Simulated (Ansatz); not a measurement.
Ti3O4:

```
CELL_PARAMETERS angstrom
-2.06591 2.06591 4.08913
2.06591 -2.06591 4.08913
2.06591 2.06591 -4.08913
ATOMIC_POSITIONS crystal
Ti 0.75000 0.25000 0.50000
Ti 0.50000 0.50000 0.00000
Ti 0.25000 0.75000 0.50000
O 0.75588 0.75588 0.00000
O 0.50000 0.00000 0.50000
O 0.24412 0.24412 0.00000
O 0.00000 0.50000 0.50000
```

The cell comes from a database or a generator and needn't be the stable form of this composition.

| Item | Value |
| --- | --- |
| Program | Ansatz 0.2.0 |
| Task | relaxation of cell and atoms |
| Functional | PBEsol |
| Potentials or basis | Ansatz PAW |
| Cutoff | 420 eV (not typed: the program's choice for these potentials) |
| k mesh | 9 × 9 × 9 |
| Occupations | fermi-dirac, width 0.05 eV |
| Spin | no spin polarisation |

At the start: volume 9.97 Å³/atom.

Problem. How do energy, volume and symmetry change on relaxing?

Solution. It ends after 7 steps and the volume is 9.72 Å³/atom (-2.5 %); space group I4/mmm (No. 139, to 0.05 Å).

Step by step:
```csv
step,energy change (eV),largest force (eV/Å),volume (Å³)
1,0.0000,0.0103,69.81
2,-0.0349,0.0086,68.55
3,-0.0395,0.0043,68.06
4,-0.0394,0.0011,68.08
5,-0.0326,0.0005,68.08
6,-0.0329,0.0001,68.03
7,-0.0327,0.0001,68.03
```

Final structure:
```
Ti O
1.0
    -2.04984    2.04984    4.04762
     2.04984   -2.04984    4.04762
     2.04984    2.04984   -4.04762
Ti O
3 4
Cartesian
  0.0000 2.0498 2.0238
  0.0000 0.0000 4.0476
  2.0498 0.0000 2.0238
  0.0000 0.0000 6.1340
  0.0000 2.0498 0.0000
  0.0000 0.0000 1.9613
  2.0498 0.0000 0.0000
```

Caveat: the plane-wave basis is chosen anew once the cell has moved, so the energies of steps on either side of that aren't comparable; the pressure holds a Pulay correction of +0.7 GPa for the finite cutoff; the PAW data sets come from PBE, with cores solved anew for the run's functional, which leaves a small shift of forces and pressure.
